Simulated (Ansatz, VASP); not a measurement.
## Two plane-wave programs on RbBr

Contents of INCAR:

```
SYSTEM = RbBr
ALGO     = Normal         ! electronic algorithm
EDIFF    = 1E-7           ! SCF threshold, eV
ENCUT    = 520            ! plane-wave cutoff, eV
GGA      = PE             ! functional
ISIF     = 2              ! what is computed and relaxed
ISMEAR   = 0              ! smearing method
LASPH    = .True.         ! aspherical terms in the spheres
LCHARG   = .False.        ! write CHGCAR
LREAL    = .False.        ! projectors in reciprocal space
LWAVE    = .False.        ! write WAVECAR
NBANDS   = 15             ! bands
NELM     = 100            ! most SCF steps
PREC     = Accurate       ! precision mode
SIGMA    = 0.05           ! smearing width, eV
```

File KPOINTS:

```
k-points
0
Gamma
  6 6 6
  0 0 0
```

The input POSCAR:

```
RbBr
1.0
    4.2423655185      0.0000000000      0.0000000000
    0.0000000000      4.2423655185      0.0000000000
    0.0000000000      0.0000000000      3.9029762770
Rb Br
1 1
Direct
    0.0000000000      0.0000000000      0.0000000000
    0.5000000000      0.5000000000      0.5000000000
```

Input for Ansatz:

```yaml
crystal:
  lattice:
    - [4.2423655185, 0.0, 0.0]
    - [0.0, 4.2423655185, 0.0]
    - [0.0, 0.0, 3.902976277]
  atoms:
    - { symbol: Rb, position: [0.0, 0.0, 0.0] }
    - { symbol: Br, position: [0.5, 0.5, 0.5] }
basis:
  ecutwfc: 420
kpoints:
  mp_grid: { grid: [6, 6, 6] }
hamiltonian:
  xc: pbe
scf:
  occupations: { method: gaussian, width: 0.05 }
output:
  forces: true
  stress: true
  eigenvalues: true
```

Alike in both runs: task single point; functional PBE; k mesh 6 × 6 × 6; occupations gaussian, width 0.05 eV; no spin polarisation.

```csv
,VASP,Ansatz
version,VASP 6.6.1,Ansatz 0.2.0
potentials or method,"VASP PAW PBE potentials, release 64 (Rb_sv, Br)","scalar-relativistic, plane waves, PAW"
plane-wave cutoff (eV),520,420
valence electrons in the cell,16,16
```

|  | VASP | Ansatz | Ansatz less VASP |
| --- | --- | --- | --- |
| gap on the k mesh at the Fermi level (eV) | 3.74 | 3.74 | +0.001 |
| least direct gap on the mesh (eV) | 3.86 | 3.86 | +0.001 |
| pressure (GPa) | 0.8 | 0.8 | -0.03 |
| largest component of the traceless stress (GPa) | 1.72 | 1.72 | -0.001 |

With one functional, cell and mesh, what is left measures potentials, basis and numerics.

A k mesh can miss the band edges. PBE gaps usually lie below the measured ones, often by a third to a half.
